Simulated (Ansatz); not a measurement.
Al2Au:

```
CELL_PARAMETERS angstrom
0.00000 3.00000 3.00000
3.00000 0.00000 3.00000
3.00000 3.00000 0.00000
ATOMIC_POSITIONS crystal
Au 0.00000 0.00000 0.00000
Al 0.75000 0.75000 0.75000
Al 0.25000 0.25000 0.25000
```

Base run:

* Program: Ansatz 0.2.0
* Functional: PBEsol
* Potentials or basis: all-electron LAPW, scalar-relativistic
* Cutoff: 248 eV
* Density cutoff: 993 eV
* Basis error allowed: 0.001 eV/atom
* k mesh: 8 × 8 × 8
* Occupations: fermi-dirac, width 0.05 eV
* Spin: no spin polarisation

Its results: band gap on the k mesh none (metal or under the smearing width); pressure 0.0 GPa.

Problem. The run is repeated on the same cell with these changes: functional from PBEsol to PBE. What comes out?

Solution. Band gap on the k mesh none (metal or under the smearing width); pressure 3.3 GPa.

PBE binds less tightly than PBEsol, so the same cell stands under more pressure.

Not every run made on this cell is shown here.
